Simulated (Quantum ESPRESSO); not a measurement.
# C (P6_3/mmc) in Quantum ESPRESSO: a series of runs, part 2 of 3

Quantum ESPRESSO 7.5. Earlier steps stand in the parts before.

**3. Band structure, PBE**

The COD entry that gives the cell may itself be a prediction, so a difference from it is no test against experiment.

pw.in

```
&CONTROL
  calculation = 'scf'
  prefix = 'pwscf'
  outdir = './tmp'
  pseudo_dir = './pseudo'
  tprnfor = .true.
  tstress = .true.
  disk_io = 'low'
/
&SYSTEM
  ibrav = 0
  celldm(1) = 8
  nat = 8
  ntyp = 1
  ecutwfc = 82
  nbnd = 24
  occupations = 'smearing'
  smearing = 'fd'
  degauss = 0.00367493
/
&ELECTRONS
  conv_thr = 1.6d-09
  electron_maxstep = 120
  mixing_beta = 0.5
/
ATOMIC_SPECIES
C     12.0110 C.upf
CELL_PARAMETERS alat
  0.5957597823648   0.0000000000000   0.0000000000000
 -0.2978798911824   0.5159431060846   0.0000000000000
  0.0000000000000   0.0000000000000   1.9457328826444
ATOMIC_POSITIONS crystal
C      0.6666666667    0.3333333333    0.8437500000
C      0.3333333333    0.6666666667    0.3437500000
C      0.6666666667    0.3333333333    0.6562500000
C      0.3333333333    0.6666666667    0.1562500000
C      0.0000000000    0.0000000000    0.9062500000
C      0.0000000000    0.0000000000    0.4062500000
C      0.0000000000    0.0000000000    0.5937500000
C      0.0000000000    0.0000000000    0.0937500000
K_POINTS automatic
12 12 4 0 0 0
```

pp_density.in

```
&INPUTPP
  prefix = 'pwscf'
  outdir = './tmp'
  filplot = 'density.dat'
  plot_num = 0
/
&PLOT
  nfile = 1
  filepp(1) = 'density.dat'
  iflag = 3
  output_format = 6
  fileout = 'density.cube'
/
```

pp_potential.in

```
&INPUTPP
  prefix = 'pwscf'
  outdir = './tmp'
  filplot = 'potential.dat'
  plot_num = 11
/
&PLOT
  nfile = 1
  filepp(1) = 'potential.dat'
  iflag = 3
  output_format = 6
  fileout = 'potential.cube'
/
```

pp_elf.in

```
&INPUTPP
  prefix = 'pwscf'
  outdir = './tmp'
  filplot = 'elf.dat'
  plot_num = 8
/
&PLOT
  nfile = 1
  filepp(1) = 'elf.dat'
  iflag = 3
  output_format = 6
  fileout = 'elf.cube'
/
```

bands.in

```
&CONTROL
  calculation = 'bands'
  prefix = 'pwscf'
  outdir = './tmp'
  pseudo_dir = './pseudo'
  disk_io = 'low'
  verbosity = 'high'
/
&SYSTEM
  ibrav = 0
  celldm(1) = 8
  nat = 8
  ntyp = 1
  ecutwfc = 82
  nbnd = 24
  occupations = 'smearing'
  smearing = 'fd'
  degauss = 0.00367493
/
&ELECTRONS
  conv_thr = 1d-08
  electron_maxstep = 120
  mixing_beta = 0.5
  diago_full_acc = .true.
  startingwfc = 'random'
/
ATOMIC_SPECIES
C     12.0110 C.upf
CELL_PARAMETERS alat
  0.5957597823648   0.0000000000000   0.0000000000000
 -0.2978798911824   0.5159431060846   0.0000000000000
  0.0000000000000   0.0000000000000   1.9457328826444
ATOMIC_POSITIONS crystal
C      0.6666666667    0.3333333333    0.8437500000
C      0.3333333333    0.6666666667    0.3437500000
C      0.6666666667    0.3333333333    0.6562500000
C      0.3333333333    0.6666666667    0.1562500000
C      0.0000000000    0.0000000000    0.9062500000
C      0.0000000000    0.0000000000    0.4062500000
C      0.0000000000    0.0000000000    0.5937500000
C      0.0000000000    0.0000000000    0.0937500000
K_POINTS crystal
60
 0.0000000000  0.0000000000  0.0000000000 1
 0.0555555556  0.0000000000  0.0000000000 1
 0.1111111111  0.0000000000  0.0000000000 1
 0.1666666667  0.0000000000  0.0000000000 1
 0.2222222222  0.0000000000  0.0000000000 1
 0.2777777778  0.0000000000  0.0000000000 1
 0.3333333333  0.0000000000  0.0000000000 1
 0.3888888889  0.0000000000  0.0000000000 1
 0.4444444444  0.0000000000  0.0000000000 1
 0.5000000000  0.0000000000  0.0000000000 1
 0.4666666667  0.0666666667  0.0000000000 1
 0.4333333333  0.1333333333  0.0000000000 1
 0.4000000000  0.2000000000  0.0000000000 1
 0.3666666667  0.2666666667  0.0000000000 1
 0.3333333333  0.3333333333  0.0000000000 1
 0.3000000000  0.3000000000  0.0000000000 1
 0.2666666667  0.2666666667  0.0000000000 1
 0.2333333333  0.2333333333  0.0000000000 1
 0.2000000000  0.2000000000  0.0000000000 1
 0.1666666667  0.1666666667  0.0000000000 1
 0.1333333333  0.1333333333  0.0000000000 1
 0.1000000000  0.1000000000  0.0000000000 1
 0.0666666667  0.0666666667  0.0000000000 1
 0.0333333333  0.0333333333  0.0000000000 1
 0.0000000000  0.0000000000  0.0000000000 1
 0.0000000000  0.0000000000  0.2500000000 1
 0.0000000000  0.0000000000  0.5000000000 1
 0.0555555556  0.0000000000  0.5000000000 1
 0.1111111111  0.0000000000  0.5000000000 1
 0.1666666667  0.0000000000  0.5000000000 1
 0.2222222222  0.0000000000  0.5000000000 1
 0.2777777778  0.0000000000  0.5000000000 1
 0.3333333333  0.0000000000  0.5000000000 1
 0.3888888889  0.0000000000  0.5000000000 1
 0.4444444444  0.0000000000  0.5000000000 1
 0.5000000000  0.0000000000  0.5000000000 1
 0.4666666667  0.0666666667  0.5000000000 1
 0.4333333333  0.1333333333  0.5000000000 1
 0.4000000000  0.2000000000  0.5000000000 1
 0.3666666667  0.2666666667  0.5000000000 1
 0.3333333333  0.3333333333  0.5000000000 1
 0.3076923077  0.3076923077  0.5000000000 1
 0.2820512821  0.2820512821  0.5000000000 1
 0.2564102564  0.2564102564  0.5000000000 1
 0.2307692308  0.2307692308  0.5000000000 1
 0.2051282051  0.2051282051  0.5000000000 1
 0.1794871795  0.1794871795  0.5000000000 1
 0.1538461538  0.1538461538  0.5000000000 1
 0.1282051282  0.1282051282  0.5000000000 1
 0.1025641026  0.1025641026  0.5000000000 1
 0.0769230769  0.0769230769  0.5000000000 1
 0.0512820513  0.0512820513  0.5000000000 1
 0.0256410256  0.0256410256  0.5000000000 1
 0.0000000000  0.0000000000  0.5000000000 1
 0.5000000000  0.0000000000  0.5000000000 1
 0.5000000000  0.0000000000  0.2500000000 1
 0.5000000000  0.0000000000  0.0000000000 1
 0.3333333333  0.3333333333  0.0000000000 1
 0.3333333333  0.3333333333  0.2500000000 1
 0.3333333333  0.3333333333  0.5000000000 1
```

Potentials or basis: PseudoDojo 0.5 SR PBE standard.

Run with:

```
$ OMP_NUM_THREADS=1 pw.x -in pw.in > pw.out
$ OMP_NUM_THREADS=1 pp.x -in pp_density.in > pp_density.out
$ OMP_NUM_THREADS=1 pp.x -in pp_potential.in > pp_potential.out
$ OMP_NUM_THREADS=1 pp.x -in pp_elf.in > pp_elf.out
$ OMP_NUM_THREADS=1 pw.x -in bands.in > bands.out
```

pw.out:

```text
This program is part of the open-source Quantum ESPRESSO suite
     for quantum simulation of materials; please cite
         "P. Giannozzi et al., J. Phys.:Condens. Matter 21 395502 (2009);
         "P. Giannozzi et al., J. Phys.:Condens. Matter 29 465901 (2017);
         "P. Giannozzi et al., J. Chem. Phys. 152 154105 (2020);
     in publications or presentations arising from this work. More details at

     Message from routine setup:
     using ibrav=0 with symmetry is DISCOURAGED, use correct ibrav instead

     G-vector sticks info
     --------------------
     sticks:   dense  smooth     PW     G-vecs:    dense   smooth      PW
     Sum         511     511    151                30755    30755    5071

     Using Slab Decomposition

     bravais-lattice index     =            0
     lattice parameter (alat)  =       8.0000  a.u.
     unit-cell volume          =     306.2148 (a.u.)^3
     number of atoms/cell      =            8
     number of atomic types    =            1
     number of electrons       =        32.00
     number of Kohn-Sham states=           24
     kinetic-energy cutoff     =      82.0000  Ry
     charge density cutoff     =     328.0000  Ry
     scf convergence threshold =      1.6E-09
     mixing beta               =       0.5000
     number of iterations used =            8  plain     mixing
     Exchange-correlation= PBE
                           (   1   4   3   4   0   0   0)

     celldm(1)=   8.000000  celldm(2)=   0.000000  celldm(3)=   0.000000
     celldm(4)=   0.000000  celldm(5)=   0.000000  celldm(6)=   0.000000

     crystal axes: (cart. coord. in units of alat)
               a(1) = (   0.595760   0.000000   0.000000 )
               a(2) = (  -0.297880   0.515943   0.000000 )
               a(3) = (   0.000000   0.000000   1.945733 )

     reciprocal axes: (cart. coord. in units 2 pi/alat)
               b(1) = (  1.678529  0.969099 -0.000000 )
               b(2) = (  0.000000  1.938198  0.000000 )
               b(3) = (  0.000000 -0.000000  0.513945 )

     PseudoPot. # 1 for C  read from file:
     C.upf
     Pseudo is Norm-conserving + core correction, Zval =  4.0
     Generated using ONCVPSP code by D. R. Hamann
     Using radial grid of 1248 points,  4 beta functions with:
                l(1) =   0
                l(2) =   0
                l(3) =   1
                l(4) =   1

     atomic species   valence    mass     pseudopotential
     C                 4.00    12.01100     C ( 1.00)

     24 Sym. Ops., with inversion, found (12 have fractional translation)

   Cartesian axes

     site n.     atom                  positions (alat units)
         1        C      tau(   1) = (   0.2978799   0.1719810   1.6417121  )
         2        C      tau(   2) = (  -0.0000000   0.3439621   0.6688457  )
         3        C      tau(   3) = (   0.2978799   0.1719810   1.2768872  )
         4        C      tau(   4) = (  -0.0000000   0.3439621   0.3040208  )
         5        C      tau(   5) = (   0.0000000   0.0000000   1.7633204  )
         6        C      tau(   6) = (   0.0000000   0.0000000   0.7904540  )
         7        C      tau(   7) = (   0.0000000   0.0000000   1.1552789  )
         8        C      tau(   8) = (   0.0000000   0.0000000   0.1824125  )

     number of k points=    57  Fermi-Dirac smearing, width (Ry)=  0.0037
                       cart. coord. in units 2pi/alat
        k(    1) = (   0.0000000   0.0000000   0.0000000), wk =   0.0034722
        k(    2) = (   0.0000000   0.0000000   0.1284863), wk =   0.0069444
        k(    3) = (   0.0000000   0.0000000  -0.2569726), wk =   0.0034722
        k(    4) = (   0.0000000   0.1615165   0.0000000), wk =   0.0208333
        k(    5) = (   0.0000000   0.1615165   0.1284863), wk =   0.0416667
        k(    6) = (   0.0000000   0.1615165  -0.2569726), wk =   0.0208333
[... 49 lines left out ...]
        k(   56) = (   0.5595096   0.9690991   0.1284863), wk =   0.0138889
        k(   57) = (   0.5595096   0.9690991  -0.2569726), wk =   0.0069444

     Dense  grid:    30755 G-vectors     FFT dimensions: (  27,  27,  90)

     Initial potential from superposition of free atoms

     starting charge      31.9996, renormalised to      32.0000
     Starting wfcs are   32 randomized atomic wfcs

     Self-consistent Calculation

     iteration #  1     ecut=    82.00 Ry     beta= 0.50
     Davidson diagonalization with overlap
     ethr =  1.00E-02,  avg # of iterations =  3.0

     total energy              =     -96.30150070 Ry
     estimated scf accuracy    <       0.44129077 Ry

     iteration #  2     ecut=    82.00 Ry     beta= 0.50
     Davidson diagonalization with overlap
     ethr =  1.38E-03,  avg # of iterations =  1.3
[... 4 lines left out ...]
     iteration #  3     ecut=    82.00 Ry     beta= 0.50
     Davidson diagonalization with overlap
     ethr =  2.27E-04,  avg # of iterations =  4.9

     total energy              =     -96.29587776 Ry
     estimated scf accuracy    <       0.00079506 Ry

     iteration #  4     ecut=    82.00 Ry     beta= 0.50
     Davidson diagonalization with overlap
     c_bands:  2 eigenvalues not converged
     c_bands:  1 eigenvalues not converged
     c_bands:  1 eigenvalues not converged
     c_bands:  1 eigenvalues not converged
     ethr =  2.48E-06,  avg # of iterations = 11.7

     total energy              =     -96.29613850 Ry
     estimated scf accuracy    <       0.00025917 Ry

     iteration #  5     ecut=    82.00 Ry     beta= 0.50
     Davidson diagonalization with overlap
     c_bands:  1 eigenvalues not converged
     ethr =  8.10E-07,  avg # of iterations =  1.5

     total energy              =     -96.29614782 Ry
     estimated scf accuracy    <       0.00001394 Ry

     iteration #  6     ecut=    82.00 Ry     beta= 0.50
     Davidson diagonalization with overlap
     ethr =  4.36E-08,  avg # of iterations =  2.0

     total energy              =     -96.29615116 Ry
     estimated scf accuracy    <       0.00000212 Ry
[... 12 lines left out ...]
     total energy              =     -96.29615109 Ry
     estimated scf accuracy    <       0.00000001 Ry

     iteration #  9     ecut=    82.00 Ry     beta= 0.50
     Davidson diagonalization with overlap
     ethr =  4.65E-11,  avg # of iterations =  4.1

     End of self-consistent calculation

          k = 0.0000 0.0000 0.0000 (  3825 PWs)   bands (ev):

    -8.1437  -6.4504  -6.4003  -2.3321  -0.0484   6.7514   6.8284  10.4493
    10.4493  11.5259  11.5259  11.7492  11.7492  13.2721  13.4948  13.4948
    18.7144  18.7144  19.2379  20.5399  20.5400  20.9066  21.4771  21.4772

          k = 0.0000 0.0000 0.1285 (  3807 PWs)   bands (ev):

    -8.0354  -7.1732  -5.4773  -3.1247   0.9242   4.6783   8.9272  10.5278
    10.5278  11.1294  11.1294  12.2283  12.2283  12.5822  13.2989  13.2989
    18.9432  18.9432  19.5917  20.1597  20.1597  20.7350  21.7538  21.7541
[... 91 lines left out ...]
          k = 0.0000 0.8076-0.2570 (  3844 PWs)   bands (ev):

    -3.6316  -3.6316  -0.7205  -0.7205   1.0090   1.0090   3.4565   3.4565
     6.1694   6.1694   7.5707   7.5707   9.2601   9.2601   9.9753   9.9753
    18.3589  18.3589  20.7179  20.7179  21.2850  21.2850  23.1253  23.1253

          k = 0.0000-0.9691 0.0000 (  3858 PWs)   bands (ev):

    -2.7883  -2.1346  -1.2909  -0.1617   0.0131   0.3344   2.9766   3.4469
     4.9643   6.3313   7.0357   8.4559   8.4774   8.9372   9.7820  10.5536
    18.0194  19.1598  19.4150  19.5701  20.5224  21.8687  22.0653  24.7893

          k = 0.0000-0.9691 0.1285 (  3856 PWs)   bands (ev):

    -2.7092  -2.2400  -1.3009  -0.6381   0.4068   0.9779   2.3348   2.9439
     5.6555   6.7035   7.1316   7.8699   8.6927   9.1501   9.4505  10.3509
    18.1062  18.8287  19.6792  20.2574  20.8075  21.7879  22.2308  23.6059

          k = 0.0000-0.9691-0.2570 (  3860 PWs)   bands (ev):

    -2.4936  -2.4936  -1.0947  -1.0947   1.2512   1.2512   2.0019   2.0019
     6.6428   6.6428   7.4148   7.4148   8.7667   8.7667   9.8266   9.8266
    18.3763  18.3763  20.6638  20.6638  21.1140  21.1140  23.2190  23.2194

          k = 0.1399 0.2423 0.0000 (  3823 PWs)   bands (ev):

    -7.6332  -5.9500  -5.8972  -1.8771   0.4159   6.9546   7.0301   8.3775
     9.0483   9.8402   9.9058  10.4312  10.5733  11.8762  12.5738  12.5785
    19.2365  19.3576  19.9536  20.7167  21.3567  21.4961  22.1926  22.2764
[... 205 lines left out ...]
          k = 0.5595 0.9691-0.2570 (  3840 PWs)   bands (ev):

    -0.7649  -0.7649  -0.6496  -0.6496   1.7854   1.7854   2.4803   2.4803
     4.1024   4.1024   4.9566   4.9566   8.1244   8.1244   8.3829   8.3829
    18.7859  18.7859  23.3220  23.3220  24.5888  24.5888  25.3859  25.3862

     the Fermi energy is    15.4346 ev

!    total energy              =     -96.29615110 Ry
     estimated scf accuracy    <          5.2E-10 Ry
     smearing contrib. (-TS)   =       0.00000000 Ry
     internal energy E=F+TS    =     -96.29615110 Ry

     The total energy is F=E-TS. E is the sum of the following terms:
     one-electron contribution =      32.85309747 Ry
     hartree contribution      =       7.79552948 Ry
     xc contribution           =     -34.72210088 Ry
     ewald contribution        =    -102.22267716 Ry

     convergence has been achieved in   9 iterations

     Forces acting on atoms (cartesian axes, Ry/au):

     atom    1 type  1   force =    -0.00000000   -0.00000000    0.01234388
     atom    2 type  1   force =    -0.00000000   -0.00000000    0.01234388
     atom    3 type  1   force =    -0.00000000   -0.00000000   -0.01234388
     atom    4 type  1   force =     0.00000000    0.00000000   -0.01234388
     atom    5 type  1   force =     0.00000000   -0.00000000    0.01280113
     atom    6 type  1   force =    -0.00000000   -0.00000000    0.01280113
     atom    7 type  1   force =     0.00000000    0.00000000   -0.01280113
     atom    8 type  1   force =    -0.00000000    0.00000000   -0.01280113

     Total force =     0.035566     Total SCF correction =     0.000034

     Computing stress (Cartesian axis) and pressure

          total   stress  (Ry/bohr**3)                   (kbar)     P=       23.26
  -0.00012042  -0.00000000   0.00000000          -17.72       -0.00        0.00
  -0.00000000  -0.00012042   0.00000000           -0.00      -17.72        0.00
   0.00000000   0.00000000   0.00071520            0.00        0.00      105.21

=------------------------------------------------------------------------------=
   JOB DONE.
=------------------------------------------------------------------------------=
```

Run time: 3.4 min. Hardware: 1 thread of Arm Neoverse V1, shared host; peak memory 0.13 GiB.

Results:

- Free energy: -1310.1759 eV
- Pressure: 2.3 GPa
- Largest force: 0.329 eV/Å
- Band gap on the k mesh: 4.47 eV, indirect (least direct gap 5.22 eV)
- Band gap along the path: 4.48 eV, indirect (least direct gap 5.22 eV)

Forces on the atoms (eV/Å):
```
C    0.000  0.000  0.317
C    0.000  0.000  0.317
C    0.000  0.000 -0.317
C    0.000  0.000 -0.317
C    0.000  0.000  0.329
C    0.000  0.000  0.329
C    0.000  0.000 -0.329
C    0.000  0.000 -0.329
```

Levels at the corners of the path, in eV from the valence-band top:
```csv
point,band 14,band 15,band 16,band 17,band 18,band 19
Γ,-0.22,0.00,0.00,5.22,5.22,5.74
M,-4.56,-3.71,-2.94,4.52,5.67,5.92
K,-5.67,-5.67,-4.04,6.33,6.33,7.97
Γ,-0.22,0.00,0.00,5.22,5.22,5.74
A,-0.68,-0.68,-0.68,6.01,6.01,6.01
L,-4.73,-3.67,-3.67,4.88,4.88,7.17
H,-5.37,-5.11,-5.11,5.29,5.29,9.83
A,-0.68,-0.68,-0.68,6.01,6.01,6.01
L,-4.73,-3.67,-3.67,4.88,4.88,7.17
M,-4.56,-3.71,-2.94,4.52,5.67,5.92
K,-5.67,-5.67,-4.04,6.33,6.33,7.97
H,-5.37,-5.11,-5.11,5.29,5.29,9.83
```

Caveat: some levels on the path didn't converge.

**4. Band structure, PBE**

pw.in is that of step 3.

bands.in is that of step 3.

Potentials or basis: PseudoDojo 0.5 SR PBE stringent.

Run with:

```
$ OMP_NUM_THREADS=1 pw.x -in pw.in > pw.out
$ OMP_NUM_THREADS=1 pw.x -in bands.in > bands.out
```

Wall time 3.4 min (1 thread of Arm Neoverse V1, shared host); peak memory 0.13 GiB.

The run converged. Its results:

```yaml
Free_energy: -1310.1759 eV
Pressure: 2.3 GPa
Largest_force: 0.329 eV/Å
Band_gap_on_the_k_mesh: 4.47 eV, indirect (least direct gap 5.22 eV)
Band_gap_along_the_path: 4.48 eV, indirect (least direct gap 5.22 eV)
```

Forces on the atoms (eV/Å):
```
C    0.000  0.000  0.317
C    0.000  0.000  0.317
C    0.000  0.000 -0.317
C    0.000  0.000 -0.317
C    0.000  0.000  0.329
C    0.000  0.000  0.329
C    0.000  0.000 -0.329
C    0.000  0.000 -0.329
```

Stress tensor (GPa, compression positive):
```
-1.77  0.00  0.00
 0.00 -1.77  0.00
 0.00  0.00 10.52
```

Levels at the corners of the path, in eV from the valence-band top:
```
point  band 14  band 15  band 16  band 17  band 18  band 19
    Γ    -0.22     0.00     0.00     5.22     5.22     5.74
    M    -4.56    -3.71    -2.94     4.52     5.67     5.92
    K    -5.67    -5.67    -4.04     6.33     6.33     7.97
    Γ    -0.22     0.00     0.00     5.22     5.22     5.74
    A    -0.68    -0.68    -0.68     6.01     6.01     6.01
    L    -4.73    -3.67    -3.67     4.88     4.88     7.17
    H    -5.37    -5.11    -5.11     5.29     5.29     9.83
    A    -0.68    -0.68    -0.68     6.01     6.01     6.01
    L    -4.73    -3.67    -3.67     4.88     4.88     7.17
    M    -4.56    -3.71    -2.94     4.52     5.67     5.92
    K    -5.67    -5.67    -4.04     6.33     6.33     7.97
    H    -5.37    -5.11    -5.11     5.29     5.29     9.83
```

Caveat: some levels on the path didn't converge.

[end of part 2 of 3]
